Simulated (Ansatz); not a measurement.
# Gd (Fm-3m): moments, gap and shell filling against U

```
CELL_PARAMETERS angstrom
0.00000 2.58582 2.58582
2.58582 0.00000 2.58582
2.58582 2.58582 0.00000
ATOMIC_POSITIONS crystal
Gd 0.00000 0.00000 0.00000
```

The geometry is a structure from the Materials Project, held fixed and not relaxed.

Settings: PBE, 11×11×11 k mesh, Fermi–Dirac smearing of 0.05 eV. PAW means Ansatz 0.2.0 on its default frozen-core files; LAPW is all-electron LAPW in Ansatz 0.2.0. Site moments are integrated in spheres about the atoms, whose radii differ between the methods. Start moments of the first PAW run (μB): Gd 7.

U is Dudarev's effective value on Löwdin-orthogonalised free-atom orbitals with fully localised double counting, unless a row says otherwise (a row with U and J takes Liechtenstein's form); the search for lower states is left at its default. Gaps are Kohn–Sham gaps on the k mesh over both spins.

```csv
run,largest site moment PAW (μB),largest site moment LAPW (μB),gap PAW (eV),gap LAPW (eV),Gd f electrons PAW,electrons LAPW,P PAW (GPa),P LAPW (GPa)
no U,7.28,7.38,metal,metal,7.10,7.10,-1.3,-1.3
U = 1 eV on Gd f,7.45,7.57,metal,metal,7.04,7.04,-1.2,-1.2
U = 3 eV on Gd f,7.53,7.67,metal,metal,7.01,7.01,-1.0,-0.9
U = 5 eV on Gd f,7.54,7.69,metal,metal,7.00,7.00,-0.8,-0.8
"U = 3 eV on Gd f, around-mean-field double counting",7.24,7.32,metal,metal,7.11,7.12,-1.3,-1.3
```

Spin–orbit coupling is left out although heavy atoms are present. With open f shells a run can end in a state that isn't the lowest. These are results for the start and cell typed. The real compound can order otherwise, in a larger cell, or not at all, since semilocal functionals at zero temperature often overstate magnetism.
